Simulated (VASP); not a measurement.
Output of a VASP run:

### OSZICAR
```
       N       E                     dE             d eps       ncg     rms          rms(c)
DAV:   1     0.627952309938E+02    0.62795E+02   -0.87425E+03   864   0.126E+03
DAV:   2    -0.284062828247E+02   -0.91202E+02   -0.84299E+02  1208   0.277E+02
DAV:   3    -0.315116080774E+02   -0.31053E+01   -0.30961E+01  1144   0.547E+01
DAV:   4    -0.315340715011E+02   -0.22463E-01   -0.22454E-01  1068   0.535E+00
DAV:   5    -0.315343832173E+02   -0.31172E-03   -0.31169E-03  1108   0.540E-01    0.834E+00
DAV:   6    -0.296345047185E+02    0.18999E+01   -0.66692E+00   996   0.229E+01    0.285E+00
DAV:   7    -0.296061758215E+02    0.28329E-01   -0.11494E-01  1024   0.348E+00    0.179E+00
DAV:   8    -0.295957960316E+02    0.10380E-01   -0.31841E-02  1000   0.248E+00    0.267E-01
DAV:   9    -0.295948299935E+02    0.96604E-03   -0.37365E-03  1124   0.618E-01    0.610E-02
DAV:  10    -0.295950108476E+02   -0.18085E-03   -0.24906E-04  1024   0.155E-01    0.245E-02
DAV:  11    -0.295950042196E+02    0.66280E-05   -0.28221E-05  1072   0.524E-02    0.478E-03
DAV:  12    -0.295950040655E+02    0.15414E-06   -0.24522E-06  1052   0.153E-02    0.121E-03
DAV:  13    -0.295950040589E+02    0.66104E-08   -0.22304E-08   772   0.162E-03
   1 F= -.29595004E+02 E0= -.29595004E+02  d E =-.295950E+02
```

File OUTCAR:
```
------------------------ aborting loop because EDIFF is reached ----------------------------------------
  FORCE on cell =-STRESS in cart. coord.  units (eV):
  Direction    XX          YY          ZZ          XY          YZ          ZX
  --------------------------------------------------------------------------------------
  Total       -2.0306287     -2.0306294     -2.0136074      0.0000000      0.0000000      0.0000000
  in kB     -111.5229666   -111.5230056   -110.5881516      0.0000000      0.0000000      0.0000000
  external PRESSURE =    -111.2113746 kB  Pullay stress =       0.0000000 kB
  volume of cell :       29.17
      direct lattice vectors                 reciprocal lattice vectors
     1.373984389 -2.379811186  0.000000000     0.363905154 -0.210100702  0.000000000
     1.373984389  2.379811186  0.000000000     0.363905154  0.210100702  0.000000000
     0.000000000  0.000000000  4.460899962     0.000000000  0.000000000  0.224170012
 POSITION                                       TOTAL-FORCE (eV/Angst)
 -----------------------------------------------------------------------------------
      1.37398     -0.79327      2.23073        -0.000000      0.000000     -0.002737
      1.37398      0.79327      0.00028        -0.000000      0.000000     -0.002737
      1.37398     -0.79327      3.91639         0.000000     -0.000000      0.002737
      1.37398      0.79327      1.68594         0.000000      0.000000      0.002737
 -----------------------------------------------------------------------------------
    total drift:                                0.000001      0.001604      0.000054
  FREE ENERGIE OF THE ION-ELECTRON SYSTEM (eV)
  ---------------------------------------------------
  free  energy   TOTEN  =       -29.5950040589 eV

  energy  without entropy=      -29.5950040589  energy(sigma->0) =      -29.59500406

 reached required accuracy - stopping structural energy minimisation
```
(Selected blocks of OUTCAR.)

POSCAR:
```
BeO
1
    1.3739843888    -2.3798111858     0.0000000000
    1.3739843888     2.3798111858     0.0000000000
    0.0000000000     0.0000000000     4.4608999616
Be O
2 2
Direct
  0.6666670000   0.3333330000   0.5000633700
  0.3333330000   0.6666670000   0.0000633700
  0.6666670000   0.3333330000   0.8779366300
  0.3333330000   0.6666670000   0.3779366300
```

Problem. Reconstruct the remaining input files.

Solution. One answer among several that fit: the input of the run itself, PBEsol GGA, plane waves, VASP's PBE PAW potentials (set 64).

KPOINTS:
```
K-points
0
Gamma
 9 9 5
0 0 0
```

### INCAR
```
! general
SYSTEM=BeO
PREC  =Accurate
ENCUT =520
LREAL =F
LASPH =T

! electronic loop
EDIFF =1E-7
NELM  =100
ALGO  =Normal

! smearing
ISMEAR=0
SIGMA =0.05

! functional
GGA   =PS

! ions
IBRION=2
NSW   =30
ISIF  =4
EDIFFG=-0.01

! output
LWAVE =F
LCHARG=F
```

POTCAR, in this order: Be O (PBE.64 set). Program: vasp_std.

The compound is BeO in the wurtzite structure. This cell is one point of a volume scan, at 1.06 of the reference volume.
